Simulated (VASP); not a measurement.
# ZnS (F-43m) in VASP: Born charges and dielectric tensor with LDA

Aim: the Born charges and dielectric tensor of ZnS with LDA.

Everything below comes from runs of VASP 6.6.1. Logs are shortened: lines on timing, memory, paths and dates and some standing lists are left out, and cuts for length are marked.

**What was measured.**

“Electronic, vibrational, and thermodynamic properties of ZnS (zincblende and rocksalt structure)”, 2009, arxiv:0911.5022 quotes, for a bulk crystal of ZnS at 19 K: band gap 3.85 eV (direct).

A printed reference work, monograph reports, for a bulk crystal of ZnS: high-frequency dielectric constant 5.14.

How close the calculation comes is told below.

## 1. Starting point

Symmetry: F-43m, No. 216, cubic system. Conventional cell: a = 5.387 Å, b = 5.387 Å, c = 5.387 Å, α = 90.00°, β = 90.00°, γ = 90.00°. Zn (site symmetry -43m) has 4 S at 2.33 Å as nearest neighbours. S (site symmetry -43m) has 4 Zn at 2.33 Å as nearest neighbours.

The cell is a database's computed one.

## 2. Born charges and dielectric tensor, LDA

INCAR reads:

```
  ALGO = Fast
  EDIFF = 1E-8
  ENCUT = 600
  IBRION = 8
  ISIF = 2
  ISMEAR = 0
  LASPH = True
  LCHARG = False
  LEPSILON = True
  LREAL = False
  LWAVE = False
  NELM = 60
  NSW = 1
  PREC = Accurate
  SIGMA = 0.02
```

KPOINTS reads:

```
k-points
0
Gamma
  10 10 10
```

POSCAR reads:

```
ZnS
1.0
    0.0000000000      2.6936828800      2.6936828800
    2.6936828800      0.0000000000      2.6936828800
    2.6936828800      2.6936828800      0.0000000000
Zn S
1 1
Direct
    0.0000000000      0.0000000000      0.0000000000
    0.7500000000      0.7500000000      0.7500000000
```

Potentials or basis: VASP PAW LDA potentials, release 64 (Zn, S).

Command:

```sh
cat potpaw_LDA.64/Zn/POTCAR potpaw_LDA.64/S/POTCAR > POTCAR
mpirun -np 1 vasp_std > vasp.out
```

OUTCAR:

```text
EDIFF = 1E-8
   ENCUT = 600
   IBRION = 8
   ISIF = 2
   ISMEAR = 0
   LASPH = True
   LEPSILON = True
   LREAL = False
   NELM = 60
   NSW = 1
   PREC = Accurate

 ion  position               nearest neighbor table
   1  0.000  0.000  0.000-   2 2.33   2 2.33   2 2.33   2 2.33
   2  0.750  0.750  0.750-   1 2.33   1 2.33   1 2.33   1 2.33

  LATTYP: Found a face centered cubic cell.
 ALAT       =     5.3873657600

  Lattice vectors:

 A1 = (   0.0000000000,   2.6936828800,   2.6936828800)
 A2 = (   2.6936828800,   0.0000000000,   2.6936828800)
 A3 = (   2.6936828800,   2.6936828800,   0.0000000000)

Analysis of symmetry for initial positions (statically):
=====================================================================
 Subroutine PRICEL returns:
 Original cell was already a primitive cell.

 Routine SETGRP: Setting up the symmetry group for a
 face centered cubic supercell.

 Subroutine GETGRP returns: Found 24 space group operations
 (whereof 24 operations were pure point group operations)
 out of a pool of 48 trial point group operations.

The static configuration has the point symmetry T_d .

Analysis of symmetry for dynamics (positions and initial velocities):
=====================================================================
 Subroutine PRICEL returns:
 Original cell was already a primitive cell.

 Routine SETGRP: Setting up the symmetry group for a
 face centered cubic supercell.

 Subroutine GETGRP returns: Found 24 space group operations
 (whereof 24 operations were pure point group operations)
 out of a pool of 48 trial point group operations.

The dynamic configuration has the point symmetry T_d .

 Subroutine INISYM returns: Found 24 space group operations
 (whereof 24 operations are pure point group operations),
 and found     1 'primitive' translations

----------------------------------------------------------------------------------------

                                     Primitive cell

  volume of cell :      39.0903

  direct lattice vectors                    reciprocal lattice vectors
     0.000000000  2.693682880  2.693682880    -0.185619474  0.185619474  0.185619474
     2.693682880  0.000000000  2.693682880     0.185619474 -0.185619474  0.185619474
     2.693682880  2.693682880  0.000000000     0.185619474  0.185619474 -0.185619474

  length of vectors
     3.809442862  3.809442862  3.809442862     0.321502360  0.321502360  0.321502360

  position of ions in fractional coordinates (direct lattice)
     0.000000000  0.000000000  0.000000000
     0.750000000  0.750000000  0.750000000

  ion indices of the primitive-cell ions
   primitive index   ion index
                 1           1
                 2           2

----------------------------------------------------------------------------------------

 KPOINTS: k-points

Automatic generation of k-mesh.
 Grid dimensions read from file:
 generate k-points for:   10   10   10

 Generating k-lattice:

  Cartesian coordinates                     Fractional coordinates (reciprocal lattice)
    -0.018561947  0.018561947  0.018561947     0.100000000  0.000000000  0.000000000
     0.018561947 -0.018561947  0.018561947     0.000000000  0.100000000  0.000000000
     0.018561947  0.018561947 -0.018561947     0.000000000  0.000000000  0.100000000

  Length of vectors
     0.032150236  0.032150236  0.032150236

[... 530 lines left out ...]
  free energy    TOTEN  =        -0.59118072 eV

  energy without entropy =       -0.59118072

------------------------ aborting loop because EDIFF is reached ----------------------------------------

--------------------------------------- Ionic step        2  -------------------------------------------

------------------------ aborting loop because EDIFF is reached ----------------------------------------

--------------------------------------- Ionic step        3  -------------------------------------------

------------------------ aborting loop because EDIFF is reached ----------------------------------------

 PIEZOELECTRIC TENSOR FIELD DIRECTION 3  (e Angst)
 -----------------------------------------------------------------------------
    -0.00089  1.64977  0.00000           ( -0.00000 -0.01596  0.00000)
     1.64977 -0.00089  0.00000           ( -0.01596 -0.00000  0.00000)
     0.00000  0.00000 -0.00004           (  0.00000  0.00000 -0.00000)

 PIEZOELECTRIC TENSOR FIELD DIRECTION 3  (C/m^2)
 -----------------------------------------------------------------------------
    -0.00036  0.67618  0.00000
     0.67618 -0.00036  0.00000
     0.00000  0.00000 -0.00002

--------------------------------------- Ionic step        4  -------------------------------------------

------------------------ aborting loop because EDIFF is reached ----------------------------------------

[... ionic steps 5 to 6 ...]

--------------------------------------- Ionic step        7  -------------------------------------------

 Free energy of the ion-electron system (eV)
  ---------------------------------------------------
  ---------------------------------------------------
  free energy    TOTEN  =        -0.10393082 eV

  energy without entropy =       -0.10393082

------------------------ aborting loop because EDIFF is reached ----------------------------------------

 INTERNAL STRAIN TENSOR  FOR ION    2  DIRECTION 1   (eV/Angst):
 -----------------------------------------------------------------------------
    -0.01403  0.00000  0.00000
     0.00000  0.01409  4.68424
     0.00000  4.68424  0.01409

 MACROSCOPIC STATIC DIELECTRIC TENSOR (including local field effects in DFT)
 ------------------------------------------------------
           6.191789    -0.000000     0.000000
           0.000000     6.191789     0.000000
          -0.000000     0.000000     6.191789
 ------------------------------------------------------

 PIEZOELECTRIC TENSOR (including local field effects)  for field in x, y, z        (e  Angst)
          XX          YY          ZZ          XY          YZ          ZX
  --------------------------------------------------------------------------------
  x     0.00000    -0.00000     0.00000     0.00000     1.66063     0.00000
  y    -0.00000    -0.00000     0.00000    -0.00000     0.00000     1.66063
  z     0.00000    -0.00000     0.00000     1.66063    -0.00000     0.00000

 PIEZOELECTRIC TENSOR (including local field effects)  for field in x, y, z        (C/m^2)
          XX          YY          ZZ          XY          YZ          ZX
  --------------------------------------------------------------------------------
  x     0.00000    -0.00000     0.00000     0.00000     0.68064     0.00000
  y    -0.00000    -0.00000     0.00000    -0.00000     0.00000     0.68064
  z     0.00000    -0.00000     0.00000     0.68064    -0.00000     0.00000

 BORN EFFECTIVE CHARGES (including local field effects) (in |e|, cummulative output)
 ---------------------------------------------------------------------------------
 ion    1
    1     1.98178     0.00000     0.00000
    2    -0.00000     1.98178    -0.00000
    3     0.00000     0.00000     1.98178
 ion    2
    1    -1.98178     0.00000     0.00000
    2     0.00000    -1.98178     0.00000
    3     0.00000     0.00000    -1.98178

 INTERNAL STRAIN TENSOR FOR ION    2 for displacements in x,y,z  (eV/Angst):
          X           Y           Z          XY          YZ          ZX
  --------------------------------------------------------------------------------
  x     0.00000     0.00000     0.00000     0.00000     4.68424     0.00000
  y     0.00000     0.00000     0.00000     0.00000     0.00000     4.68424
  z     0.00000     0.00000     0.00000     4.68424     0.00000     0.00000

 SECOND DERIVATIVES (NOT SYMMETRIZED)
 ------------------------------------
               1X          1Y          1Z          2X          2Y          2Z
  1X    -5.717758    0.000000    0.000000    5.717758    0.000000    0.000000
  1Y     0.000000   -5.717758    0.000000    0.000000    5.717758    0.000000
  1Z     0.000000    0.000000   -5.717758    0.000000    0.000000    5.717758
  2X     5.653197    0.000000    0.000000   -5.653197    0.000000    0.000000
  2Y     0.000000    5.653197    0.000000    0.000000   -5.653197    0.000000
  2Z     0.000000    0.000000    5.653197    0.000000    0.000000   -5.653197

 Eigenvectors and eigenvalues of the dynamical matrix
 ----------------------------------------------------

   1 f  =    8.028603 THz    50.445202 2PiTHz  267.805377 cm-1    33.203620 meV
             X         Y         Z           dx          dy          dz
      0.000000  0.000000  0.000000     0.000000    0.575799    0.000000
      4.040524  4.040524  4.040524     0.000000   -0.817591    0.000000
[... 21 lines left out ...]
   6 f/i=    0.021459 THz     0.134833 2PiTHz    0.715809 cm-1     0.088749 meV
             X         Y         Z           dx          dy          dz
      0.000000  0.000000  0.000000     0.000000    0.000000    0.817591
      4.040524  4.040524  4.040524     0.000000    0.000000    0.575799

--------------------------------------------------------------------------------------------------------

 MACROSCOPIC STATIC DIELECTRIC TENSOR IONIC CONTRIBUTION
 ------------------------------------------------------
           3.197676    -0.000000     0.000000
          -0.000000     3.197676     0.000000
           0.000000     0.000000     3.197676
 ------------------------------------------------------

 ELASTIC MODULI CONTR FROM IONIC RELAXATION (kBar)
 Direction    XX          YY          ZZ          XY          YZ          ZX
 --------------------------------------------------------------------------------
 XX           0.0000      0.0000      0.0000      0.0000      0.0000      0.0000
 YY           0.0000      0.0000      0.0000      0.0000      0.0000      0.0000
 ZZ           0.0000      0.0000      0.0000      0.0000      0.0000      0.0000
 XY           0.0000      0.0000      0.0000   -157.9649     -0.0000     -0.0000
 YZ           0.0000      0.0000      0.0000     -0.0000   -157.9649      0.0000
 ZX           0.0000      0.0000      0.0000     -0.0000      0.0000   -157.9649
 --------------------------------------------------------------------------------

 PIEZOELECTRIC TENSOR IONIC CONTR  for field in x, y, z        (C/m^2)
          XX          YY          ZZ          XY          YZ          ZX
  --------------------------------------------------------------------------------
  x     0.00000     0.00000     0.00000    -0.00000    -0.66876     0.00000
  y     0.00000     0.00000     0.00000    -0.00000     0.00000    -0.66876
  z     0.00000     0.00000     0.00000    -0.66876    -0.00000    -0.00000
```

Run time: 8.7 min. Hardware: 1 thread of Intel Xeon Platinum 8488C (Sapphire Rapids), shared host; peak memory 0.4 GiB.

What came out:

| Property | Result |
| --- | --- |
| Band gap on the k mesh | 1.93 eV, direct |
| Electronic dielectric tensor (diagonal) | 6.19 |
| Born charges (mean of the diagonal) | Zn +1.98; S -1.98 e |
| Highest phonon frequency at Γ, LO-TO splitting left out | 268 cm⁻¹ |

Phonon frequencies in cm⁻¹ (negative: imaginary):
```csv
q point,frequencies
"(0.000, 0.000, 0.000)",-1 -1 -1 268 268 268
```

Electronic dielectric tensor:
```
6.19 0.00 0.00
0.00 6.19 0.00
0.00 0.00 6.19
```

Born effective charge tensors (e):
atom 1, Zn
```
1.98 0.00 0.00
0.00 1.98 0.00
0.00 0.00 1.98
```
atom 2, S
```
-1.98  0.00  0.00
 0.00 -1.98  0.00
 0.00  0.00 -1.98
```

## 3. How close it comes

Step 2. Against the measured gap of ZnS, 3.85 eV (direct; 19 K; quoted in “Electronic, vibrational, and thermodynamic properties of ZnS (zincblende and rocksalt structure)”, 2009, arxiv:0911.5022), the calculated 1.93 eV is off by -1.92 eV. The value is that of LDA, without temperature or zero-point motion. Semilocal functionals fall short of measured gaps as a rule. The cell is a database's relaxed one, not the measured one, which moves gaps too. A measured high-frequency dielectric constant of ZnS is 5.14 (a printed reference work, monograph); the calculated 6.19 misses it by +20.5 %.
